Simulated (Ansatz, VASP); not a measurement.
Two plane-wave programs on Rh

The input INCAR:

```
PREC = Accurate
ENCUT = 520
EDIFF = 1E-7
ISMEAR = 0
SIGMA = 0.05
LREAL = False
LASPH = True
NELM = 100
ALGO = Normal
ISIF = 2
LWAVE = False
LCHARG = False
GGA = PS
NBANDS = 14
```

Contents of KPOINTS:

```
regular mesh
0
Gamma
  16 16 16
```

Contents of POSCAR:

```
Rh
1.0
    0.0000000000      1.9000000000      1.9000000000
    1.9000000000      0.0000000000      1.9000000000
    1.9000000000      1.9000000000      0.0000000000
Rh
1
Direct
    0.0000000000      0.0000000000      0.0000000000
```

Input for Ansatz:

```yaml
crystal:
  lattice:
    - [0.0, 1.9, 1.9]
    - [1.9, 0.0, 1.9]
    - [1.9, 1.9, 0.0]
  atoms:
    - { symbol: Rh, position: [0.0, 0.0, 0.0] }
basis:
  ecutwfc: 420
  ecutrho_ratio: 4
kpoints:
  mp_grid: { grid: [16, 16, 16] }
hamiltonian:
  xc: pbesol
scf:
  occupations: { method: gaussian, width: 0.05 }
output:
  forces: true
  stress: true
  eigenvalues: true
```

Alike in both runs: task single point; functional PBEsol; k mesh 16 × 16 × 16; occupations gaussian, width 0.05 eV; no spin polarisation.

|  | VASP | Ansatz |
| --- | --- | --- |
| version | VASP 6.6.1 | Ansatz 0.2.0 |
| potentials or method | VASP PAW PBE potentials, release 64 (Rh_pv) | scalar-relativistic, plane waves, PAW |
| plane-wave cutoff (eV) | 520 | 420 |
| valence electrons in the cell | 15 | 17 |

|  | VASP | Ansatz | Ansatz less VASP |
| --- | --- | --- | --- |
| gap on the k mesh at the Fermi level (eV) | none | none | - |
| pressure (GPa) | -4.5 | -4.5 | +0.09 |

A gap of «none» marks a metal or a gap that the smearing closes. The functional is the same, so the differences come from potentials, cutoffs and numerics. The two sets of potentials don't hold the same shells in valence.

Caveats: the PAW data sets were made with another functional, which shifts forces and pressure a little (VASP).
